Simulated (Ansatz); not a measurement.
# C₅H₆N+: how energies converge with the basis set

The task here is to estimate one member of a computed series from the others.

Computed with Ansatz 0.2.0, Gaussian basis. Level: one geometry, several basis sets.

The runs, in order: PBE0-D4/def2-SVP; ωB97M-V/def2-SVP; PBE0-D4/def2-QZVPP; ωB97M-V/def2-QZVPP; CCSD(T)/cc-pV(D+d)Z; CCSD(T)/cc-pV(T+d)Z; MP2/cc-pV(Q+d)Z; the functionals' def2-TZVPP values are taken from earlier runs.

## The geometry

An earlier PBE0-D4 in a triple-zeta def2 set relaxation fixed the geometry.

SMILES `c1cc[nH+]cc1`, 12 atoms, charge 1, spin multiplicity 1.

Atoms are counted from 1 here; the program's logs count them from 0.

Bond lengths: C1–C2 1.389 Å, C1–C6 1.389 Å, C1–H7 1.084 Å, C2–C3 1.375 Å, C2–H8 1.082 Å, C3–N4 1.341 Å, C3–H9 1.082 Å, N4–C5 1.341 Å, N4–H10 1.014 Å, C5–C6 1.375 Å, C5–H11 1.082 Å, C6–H12 1.082 Å. Angles: C2–C1–C6 120.1°, C2–C1–H7 120.0°, C6–C1–H7 120.0°, C1–C2–C3 119.0°, C1–C2–H8 121.5°, C3–C2–H8 119.5°, C2–C3–N4 119.3°, C2–C3–H9 123.8°, N4–C3–H9 116.8°, C3–N4–C5 123.3°, C3–N4–H10 118.4°, C5–N4–H10 118.4°, N4–C5–C6 119.3°, N4–C5–H11 116.8°, C6–C5–H11 123.8°, C1–C6–C5 119.0°, C1–C6–H12 121.5°, C5–C6–H12 119.5°.

As a file:

```
atom    x (Å)    y (Å)    z (Å)
  C1  -1.0303  -0.9117   0.1359
  C2   0.1197  -1.0449   0.9038
  C3   1.1315  -0.1269   0.7521
  N4   0.9854   0.8721  -0.1299
  C5  -0.1096   1.0313  -0.8868
  C6  -1.1464   0.1366  -0.7683
  H7  -1.8379  -1.6266   0.2422
  H8   0.2351  -1.8523   1.6145
  H9   2.0590  -0.1554   1.3085
 H10   1.7408   1.5405  -0.2295
 H11  -0.1164   1.8748  -1.5645
 H12  -2.0310   0.2625  -1.3780
```

The first run:

File in.yaml:

```yaml
crystal:
  periodic: [false, false, false]
  atoms:
    - {symbol: C, position_ang: [-1.030323, -0.911671, 0.135931]}
    - {symbol: C, position_ang: [0.119654, -1.044895, 0.903822]}
    - {symbol: C, position_ang: [1.131537, -0.126929, 0.752124]}
    - {symbol: N, position_ang: [0.985427, 0.872074, -0.129916]}
    - {symbol: C, position_ang: [-0.109579, 1.031342, -0.886848]}
    - {symbol: C, position_ang: [-1.146353, 0.136567, -0.768273]}
    - {symbol: H, position_ang: [-1.837854, -1.626576, 0.242211]}
    - {symbol: H, position_ang: [0.235066, -1.852309, 1.614464]}
    - {symbol: H, position_ang: [2.059026, -0.155415, 1.308501]}
    - {symbol: H, position_ang: [1.740804, 1.540540, -0.229525]}
    - {symbol: H, position_ang: [-0.116402, 1.874780, -1.564468]}
    - {symbol: H, position_ang: [-2.031002, 0.262502, -1.378013]}
basis:
  gaussian: {orbitals: def2-SVP}
total_charge: 1
hamiltonian: {xc: pbe0, dispersion: d4}
output: {orbitals: {seedname: orbitals}}
```

The run is started by

```sh
$ ansatz run in.yaml --threads 2 --pin off --events-out ev --progress --plain --max-ram 32768MiB --backend cpu
```

Steps of the session up to this table: PBE0-D4 in def2-SVP; ωB97M-V in def2-SVP; PBE0-D4 in def2-QZVPP; ωB97M-V in def2-QZVPP.

One table of the session follows, with a row left open; its other results are not shown here.

It belongs to the step «Functionals by basis». 

```
functional       basis  HOMO (eV)  LUMO (eV)
   PBE0-D4    def2-SVP     -13.53      -7.03
   PBE0-D4  def2-TZVPP          ?          ?
   PBE0-D4  def2-QZVPP     -13.44      -7.01
   ωB97M-V    def2-SVP     -15.61      -4.88
   ωB97M-V  def2-TZVPP     -15.51      -4.88
   ωB97M-V  def2-QZVPP     -15.51      -4.89
```

**Question.** Estimate the row for PBE0-D4, def2-TZVPP.

As computed: HOMO (eV): -13.44; LUMO (eV): -7.00.
